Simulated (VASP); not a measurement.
A run of VASP 6.6.1 is set up as follows.

Contents of INCAR:

```
SYSTEM = CdTe
ALGO = Normal ; EDIFF = 1E-6
EDIFFG = -0.01 ; ENCUT = 600
GGA = PE ; IBRION = 2
ISIF = 3 ; ISMEAR = 0
LASPH = .True. ; LCHARG = .False.
LREAL = .False. ; LWAVE = .False.
NELM = 80 ; NSW = 90
PREC = Accurate ; SIGMA = 0.03
```

The input KPOINTS:

```
k-points
0
Gamma
  10 10 10
  0 0 0
```

POSCAR

```
CdTe
1.0
    0.0000000000      3.2050000000      3.2050000000
    3.2050000000      0.0000000000      3.2050000000
    3.2050000000      3.2050000000      0.0000000000
Te Cd
1 1
Direct
    0.5000000000      0.5000000000      0.5000000000
    0.0000000000      0.0000000000      0.0000000000
```

Potentials or basis: VASP PAW PBE potentials, release 64 (Te, Cd).

Command:

```bash
$ cat potpaw_PBE.64/Te/POTCAR potpaw_PBE.64/Cd/POTCAR > POTCAR
$ mpirun -np 1 vasp_std > vasp.out
```

Problem. What does it give for the relaxed cell?

Solution. a = 4.335 Å, b = 4.335 Å, c = 4.335 Å, α = 60.00°, β = 60.00°, γ = 60.00°.

Problem. Predict the space group after relaxing (to 0.05 Å).

Solution. Fm-3m (No. 225).

Problem. Estimate the band gap on the k mesh.

Solution. None (metal or under the smearing width).

Step by step:
```csv
step,energy change (eV),largest force (eV/Å),pressure (GPa),volume (Å³)
1,0.0000,0.0000,-4.47,65.84
2,-0.1319,0.0000,0.11,57.47
3,-0.1319,0.0000,0.01,57.60
```

Spin-orbit coupling is left out, which matters for the levels of Te.
